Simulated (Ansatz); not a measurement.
I, 1 atom in the cell. The structure is orthorhombic, space group Fmmm (No. 69). The conventional cell has a = 4.384 Å, b = 4.731 Å, c = 7.820 Å, α = 90.00°, β = 90.00°, γ = 90.00°. Around I (site symmetry mmm) lie 4 I at 3.23 Å. 

* Program: Ansatz 0.2.0
* Task: single point
* Functional: PBE
* Potentials or basis: all-electron LAPW, scalar-relativistic
* Cutoff: 161 eV (chosen from the basis error)
* Basis error allowed: 0.001 eV/atom
* k mesh: 9 × 9 × 9
* Occupations: gaussian, width 0.014 eV
* Spin: no spin polarisation

Potentials or basis: all-electron LAPW, scalar-relativistic.

Launch:

```console
$ ansatz run input.yaml --threads 1 --pin off --max-ram 3072MiB --backend cpu --events-out ev --progress --plain --runs-dir out
```

Hardware: 1 thread of Intel(R) Xeon(R) Platinum 8488C (Sapphire Rapids) (shared host).

Problem. How long does it take, and how much memory?

Solution. Run time: 7.5 s on 1 thread of Intel(R) Xeon(R) Platinum 8488C (Sapphire Rapids), on a shared host, peak memory 0.34 GiB. Counts: scf iterations 8, plane waves 193, k points 125, bands 17.
